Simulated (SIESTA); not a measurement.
Runs of SIESTA 5.4.2 on Au. Symmetry: Fm-3m, No. 225, cubic system. Conventional cell: a = 4.070 Å, b = 4.070 Å, c = 4.070 Å, α = 90.00°, β = 90.00°, γ = 90.00°. Au (site symmetry m-3m) is surrounded by 12 Au at 2.88 Å. 

```csv
task,level,potentials or basis,cell,gap on the mesh (eV),pressure (GPa)
band structure,PBEsol,"PseudoDojo 0.4 standard (PBEsol files), DZ (energy shift 0.003 Ry; two zetas on semicore shells)",as given,none,(a)
band structure,PBEsol,"PseudoDojo 0.4 standard (PBEsol files), TZP (energy shift 0.003 Ry; two zetas on semicore shells)",as given,none,2.0
band structure,PBEsol,"PseudoDojo 0.4 standard (PBEsol files), DZP (energy shift 0.003 Ry; two zetas on semicore shells)",as given,none,3.2
band structure,PBEsol,"PseudoDojo 0.4 standard (PBEsol files), TZDP (energy shift 0.003 Ry; two zetas on semicore shells)",as given,none,2.4
band structure,PBEsol,"PseudoDojo 0.4 standard (PBEsol files), SZ (energy shift 0.003 Ry)",as given,none,30.3
single point,PBEsol,"PseudoDojo 0.4 standard (PBEsol files), DZP (energy shift 0.003 Ry; two zetas on semicore shells)",as given,none,3.2
band structure,PBE,"PseudoDojo 0.4 standard (PBE files), DZP (energy shift 0.003 Ry; two zetas on semicore shells)",as given,none,12.3
band structure,PBEsol,"PseudoDojo 0.4 standard (PBEsol files), SZP (energy shift 0.003 Ry)",as given,none,(b)
single point,PBEsol,"PseudoDojo 0.4 standard (PBEsol files), DZP (energy shift 0.003 Ry; two zetas on semicore shells)",cell strained at random at fixed volume,none,3.4
```

Alike in all rows: no spin polarisation; k mesh 11 × 11 × 11; smearing fermi-dirac 0.05 eV; grid cutoff 800 Ry; energy shift 0.003 Ry.

Question: Estimate the missing entries.

Answer: (a) -2.6; (b) -1.2.

Caveats: short orbitals over semicore shells can move pressures by several GPa; the basis of atomic orbitals isn't converged, which shifts pressures, moduli and gaps; spin-orbit coupling is left out, which moves the levels of the heavy elements (some runs); the basis has no polarisation orbitals (some runs); a pressure of tens of GPa on the cell as given is suspect, and the run, the potentials or the cell itself is likely at fault (some runs).

A k mesh can miss the band edges, and the runs leave out spin-orbit coupling on Au.

A gap of «none» marks a metal or a gap under the smearing width.
